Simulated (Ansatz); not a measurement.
# Straining AlP

Method: DFT PBE, scalar-relativistic, plane waves, PAW in Ansatz. Settings: 420 eV cutoff, 8×8×6 k-mesh, Gaussian smearing of 0.02 eV, no spin polarisation.

Starting point, cell and atoms relaxed:

```
CELL_PARAMETERS angstrom
2.75367 2.75367 0.00000
-2.75367 2.75367 0.00000
0.00000 0.00000 5.50734
ATOMIC_POSITIONS crystal
Al 0.00000 0.00000 0.00000
Al 0.50000 0.50000 0.50000
P 0.50000 0.00000 0.25000
P 0.00000 0.50000 0.75000
```

Deformation: all cell vectors scaled alike, the atoms relaxed, all within the symmetry that the strain leaves. Energies are extrapolated to zero smearing. Gaps are Kohn–Sham gaps over the whole zone.

(1) Give the structure at -2.0 %.

Answers

(1)
```
CELL_PARAMETERS angstrom
2.69860 2.69860 0.00000
-2.69860 2.69860 0.00000
0.00000 0.00000 5.39719
ATOMIC_POSITIONS crystal
Al 0.00000 0.00000 0.00000
Al 0.50000 0.50000 0.50000
P 0.50000 0.00000 0.25000
P 0.00000 0.50000 0.75000
```
Space group F-43m (216), 20.8 meV/atom over the relaxed crystal.